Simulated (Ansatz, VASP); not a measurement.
# Two plane-wave programs on SiO2

```
Si O
1.0
     4.93792    0.00000    0.00000
    -2.46896    4.27637    0.00000
     0.00000    0.00000    5.65462
Si O
3 6
Direct
  0.00000 0.50000 0.33333
  0.50000 0.50000 0.66667
  0.50000 0.00000 0.00000
  0.58873 0.79437 0.83333
  0.79437 0.58873 0.50000
  0.79437 0.20563 0.16667
  0.41127 0.20563 0.83333
  0.20563 0.41127 0.50000
  0.20563 0.79437 0.16667
```

Alike in both runs: task single point; functional LDA; k mesh 6 × 6 × 4; occupations gaussian, width 0.02 eV; no spin polarisation.

|  | VASP | Ansatz |
| --- | --- | --- |
| version | VASP 6.6.1 | Ansatz 0.2.0 |
| potentials or method | VASP PAW LDA potentials, release 64 (Si, O) | scalar-relativistic, plane waves, PAW |
| plane-wave cutoff (eV) | 520 | 420 |
| valence electrons in the cell | 48 | 48 |

```tsv
	VASP	Ansatz	Ansatz less VASP
gap on the k mesh at the Fermi level (eV)	5.47	5.47	+0.003
least direct gap on the mesh (eV)	5.57	5.57	0.000
pressure (GPa)	2.5	1.9	-0.63
largest component of the traceless stress (GPa)	1.77	1.85	+0.083
rms of the force components (eV/Å)	0.004	0.000	-0.0037
```

Atom by atom the forces differ by 0.004 eV/Å (rms over components).

A k mesh can miss the band edges. Expect the measured gap to be larger: semilocal functionals such as LDA lack the derivative discontinuity.
